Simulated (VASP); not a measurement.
## BAs: relaxation of the atoms with PBE+D3(BJ)

The system is BAs.

```
B As
1.0
     0.00000    2.43265    2.43265
     2.43265    0.00000    2.43265
     2.43265    2.43265    0.00000
B As
1 1
Cartesian
  0.0000 0.0000 0.0000
  1.2163 1.2163 1.2163
```

The cell isn't the ideal one: a relaxed cell with its volume scaled by 1.06.

```json
{"Program": "VASP 6.6.1", "Task": "relaxation of the atoms", "Functional": "PBE", "Dispersion": "D3(BJ)", "Potentials or basis": "VASP PAW PBE potentials, release 64 (B, As)", "Cutoff": "600 eV", "k mesh": "10 × 10 × 10", "Occupations": "gaussian, width 0.03 eV", "Spin": "no spin polarisation", "Further INCAR settings": "ALGO = Normal; EDIFF = 1e-07; IBRION = 2; EDIFFG = -0.01; NSW = 40"}
```

| Property | Result |
| --- | --- |
| Pressure after relaxing | -7.2 GPa |
| Band gap on the k mesh | 1.23 eV, indirect (least direct gap 3.21 eV) |
| Dispersion energy per atom | -0.312 eV |

Final structure:
```cif
data_structure
_symmetry_space_group_name_H-M 'P 1'
_symmetry_Int_Tables_number 1
_cell_length_a 3.4403
_cell_length_b 3.4403
_cell_length_c 3.4403
_cell_angle_alpha 60.000
_cell_angle_beta 60.000
_cell_angle_gamma 60.000
_cell_volume 28.79
loop_
_atom_site_label
_atom_site_type_symbol
_atom_site_fract_x
_atom_site_fract_y
_atom_site_fract_z
_atom_site_occupancy
B1 B 0.00000 0.00000 0.00000 1
As1 As 0.25000 0.25000 0.25000 1
```

Levels at points of the mesh, in eV from the valence-band top:
| k point | band 2 | band 3 | band 4 | band 5 | band 6 | band 7 |
| --- | --- | --- | --- | --- | --- | --- |
| (0.00, 0.00, 0.00) | 0.00 | 0.00 | 0.00 | 3.21 | 3.21 | 3.21 |
| (0.50, 0.00, 0.00) | -8.40 | -1.73 | -1.73 | 2.38 | 4.72 | 4.72 |
| (0.50, 0.50, 0.00) | -8.23 | -3.85 | -3.85 | 1.49 | 1.49 | 10.85 |

It took 6.1 s on 1 thread of Intel(R) Xeon(R) 6975P-C (Granite Rapids), with other jobs on the host, peak memory 0.17 GiB.

Caveat: the relaxation stopped at its first step, so nothing moved. A k mesh can miss the band edges.
